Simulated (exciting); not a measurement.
# Sb (P-1) in exciting: reference runs

Aim: a first look at Sb with PBEsol, on the cell as given.

All numbers are computed with exciting (release sodium); they aren't measurements. Logs are shortened: lines on timing, memory, paths and dates and some standing lists are left out, and cuts for length are marked.

**1. Starting point**

The typed cell holds 1 atom: a = 3.520 Å, b = 3.489 Å, c = 3.551 Å, α = 126.62°, β = 127.33°, γ = 78.30°.

This isn't the form of Sb at room conditions, which is rhombohedral.

**2. Single point, PBEsol**

input.xml

```xml
<input>
  <title>Sb</title>
  <structure speciespath="./" tshift="false">
    <crystal scale="1">
      <basevect>-3.013871057067 2.931446097902 5.154543041159</basevect>
      <basevect>2.923816631030 -2.957280392573 5.117209725224</basevect>
      <basevect>3.052695385811 2.996104721317 -5.169561374973</basevect>
    </crystal>
    <species speciesfile="Sb.xml" rmt="2.3">
      <atom coord="0.000000000000 0.000000000000 0.000000000000"/>
    </species>
  </structure>
  <groundstate do="fromscratch" ngridk="10 10 12" rgkmax="9" gmaxvr="14" lmaxapw="10" lmaxmat="10" lmaxvr="8" xctype="GGA_PBE_SOL" stype="Fermi Dirac" swidth="0.00183747" nempty="8" ValenceRelativity="iora*" epsengy="1e-05" epspot="1e-05" maxscl="60" tforce="true" outputlevel="normal"/>
</input>
```

Potentials or basis: all-electron LAPW+lo, shipped species files, valence relativity iora*.

Launch:

```
> OMP_NUM_THREADS=1 exciting_smp
```

INFO.OUT:

```text
================================================================================
EXCITING SODIUM started
[... 10 lines left out ...]

 Lattice vectors (cartesian) :
     -3.0138710571      2.9314460979      5.1545430412
      2.9238166310     -2.9572803926      5.1172097252
      3.0526953858      2.9961047213     -5.1695613750

 Reciprocal lattice vectors (cartesian) :
     -0.0015146183      1.0615633420      0.6143521746
      1.0567870604     -0.0053484918      0.6209471382
      1.0445748616      1.0531850167      0.0118068342

 Unit cell volume                           :     181.9211398877
 Brillouin zone volume                      :       1.3635040633

 Species :    1 (Sb)
     parameters loaded from                 :    Sb.xml
     name                                   :    antimony
     nuclear charge                         :     -51.00000000
     electronic charge                      :      51.00000000
     atomic mass                            :  221954.90190000
     muffin-tin radius                      :       2.30000000
     # of radial points in muffin-tin       :     400

     atomic positions (lattice) :
       1 :   0.00000000  0.00000000  0.00000000

 Total number of atoms per unit cell        :       1

 Spin treatment                             :    spin-unpolarised

 Number of Bravais lattice symmetries       :       2
 Number of crystal symmetries               :       2

 k-point grid                               :      10   10   12
 Total number of k-points                   :     604
 k-point set is reduced with crystal symmetries

 R^MT_min * |G+k|_max (rgkmax)              :       9.00000000
 Species with R^MT_min                      :       1 (Sb)
 Maximum |G+k| for APW functions            :       3.91304348
 Maximum |G| for potential and density      :      14.00000000

 G-vector grid sizes                        :      30    30    30
 Total number of G-vectors                  :    8431

 Maximum angular momentum used for
     APW functions                          :      10
     computing H and O matrix elements      :      10
     potential and density                  :       8
     inner part of muffin-tin               :       2

 Total nuclear charge                       :     -51.00000000
 Total electronic charge                    :      51.00000000
 Total core charge                          :      36.00000000
 Total valence charge                       :      15.00000000

 Number of empty states                     :       8
 Total number of valence states             :      16

 Maximum Hamiltonian size                   :     209
 Maximum number of plane-waves              :     195
 Total number of local-orbitals             :      14

 Exchange-correlation type                  :      22
     PBEsol, Phys. Rev. Lett. 100, 136406 (2008)
     Generalised gradient approximation (GGA)

 Smearing scheme                            :    Fermi-Dirac
 Smearing width                             :       0.00183747

 Using multisecant Broyden potential mixing
[... 16 lines left out ...]
+ SCF iteration number :    1                                                  +
++++++++++++++++++++++++++++++++++++++++++++++++++++++++++++++++++++++++++++++++
 Total energy                               :     -6478.90396063
 _______________________________________________________________
 Fermi energy                               :         0.29418544
 Kinetic energy                             :      6839.47265826
 Coulomb energy                             :    -13150.51091149
 Exchange energy                            :      -164.74150721
 Correlation energy                         :        -3.12420019
[... 288 lines left out ...]
 RMS change in effective potential (target) :  0.265793E-08  ( 0.100000E-04)
 Absolute change in total energy   (target) :  0.175563E-06  ( 0.100000E-04)
 Charge distance                   (target) :  0.625497E-09  ( 0.100000E-04)
 Abs. change in max-nonIBS-force   (target) :   0.00000      ( 0.500000E-04)

++++++++++++++++++++++++++++++++++++++++++++++++++++++++++++++++++++++++++++++++
| Convergency criteria checked for the last 2 iterations                       +
| Convergence targets achieved. Performing final SCF iteration                 +
++++++++++++++++++++++++++++++++++++++++++++++++++++++++++++++++++++++++++++++++
 Total energy                               :     -6480.82331837
 _______________________________________________________________
 Fermi energy                               :         0.28434533
 Kinetic energy                             :      6837.96504530
 Coulomb energy                             :    -13150.89491281
 Exchange energy                            :      -164.76905134
 Correlation energy                         :        -3.12439950

 DOS at Fermi energy (states/Ha/cell)       :        18.69101056

 Electron charges :
     core                                   :        36.00000000
     core leakage                           :         0.00376276
     valence                                :        15.00000000
     interstitial                           :         2.91490087
     charge in muffin-tin spheres :
                  atom     1    Sb          :        48.08509913
     total charge in muffin-tins            :        48.08509913
     total charge                           :        51.00000000

++++++++++++++++++++++++++++++++++++++++++++++++++++++++++++++++++++++++++++++++
+ Self-consistent loop stopped                                                 +
++++++++++++++++++++++++++++++++++++++++++++++++++++++++++++++++++++++++++++++++
 STATE.OUT is written

--------------------------------------------------------------------------------
- Writing atomic positions and forces                                          -
--------------------------------------------------------------------------------

 Atomic positions (lattice) :
 atom     1  Sb  :     0.00000000    0.00000000    0.00000000

 Total atomic forces including IBS (cartesian) :
 atom     1  Sb  :     0.00000000    0.00000000    0.00000000

 Atomic force components including IBS (cartesian) :
 atom     1  Sb  :     0.00000000    0.00000000    0.00000000   HF force
                 :     0.00000000    0.00000000    0.00000000   core correction
                 :     0.00000000    0.00000000    0.00000000   IBS correction

********************************************************************************
* Groundstate module stopped                                                   *
********************************************************************************

--------------------------------------------------------------------------------
- CAUTION! Warnings have been written in file WARNING.OUT !                    -
--------------------------------------------------------------------------------
================================================================================
| EXCITING SODIUM stopped                                                      =
================================================================================
```

LINENGY.OUT:

```text
Species :    1 (Sb), atom :    1
 APW functions :
  l =  0, order =  1 :   0.1500000000
  l =  1, order =  1 :   0.2800000000
  l =  2, order =  1 :  -0.7850000000
  l =  3, order =  1 :   0.1500000000
  l =  3, order =  2 :   0.1500000000
  l =  4, order =  1 :   0.1500000000
[... 11 lines left out ...]
  l = 10, order =  1 :   0.1500000000
  l = 10, order =  2 :   0.1500000000
 local-orbital functions :
  l.o. =  1, l =  0, order =  1 :   0.1500000000
  l.o. =  1, l =  0, order =  2 :   0.1500000000
  l.o. =  2, l =  1, order =  1 :   0.2800000000
  l.o. =  2, l =  1, order =  2 :   0.2800000000
  l.o. =  3, l =  2, order =  1 :  -0.7850000000
  l.o. =  3, l =  2, order =  2 :  -0.7850000000
  l.o. =  4, l =  2, order =  1 :  -0.7850000000
  l.o. =  4, l =  2, order =  2 :  -0.7850000000
  l.o. =  4, l =  2, order =  3 :  -0.7833500000
```

Wall time 4 min (1 thread of Arm Neoverse V1, shared host); peak memory 0.11 GiB.

Results:

| Quantity | Value |
| --- | --- |
| Free energy | -176352.1920 eV |
| Band gap on the k mesh | none (metal or under the smearing width) |
| All electrons inside the program's atomic spheres | Sb 48.09 (radii Sb 2.3 bohr) |

Levels at points of the mesh, in eV from the Fermi level:
```
           k point  band 6  band 7  band 8  band 9  band 10  band 11
(0.00, 0.00, 0.00)  -12.93    4.62    5.35    5.57     9.97    10.64
(0.50, 0.00, 0.00)   -9.02   -5.76    1.73    5.31     6.20    10.41
(0.00, 0.50, 0.00)   -9.05   -5.75    1.57    5.41     6.00    10.51
(0.50, 0.50, 0.00)   -6.55   -4.28   -1.09    0.55     3.42     4.41
(0.00, 0.00, 0.50)   -6.68   -4.42   -0.94    0.75     3.58     4.56
(0.50, 0.00, 0.50)   -9.24   -5.80    1.96    5.58     6.42    10.57
(0.00, 0.50, 0.50)   -9.07   -5.78    1.84    5.38     6.32    10.41
(0.50, 0.50, 0.50)   -9.27   -5.65    2.06    2.29     6.05     6.31
```

Caveat: the log's total energy holds no entropy term; the free energy is that total less TS from the occupations.
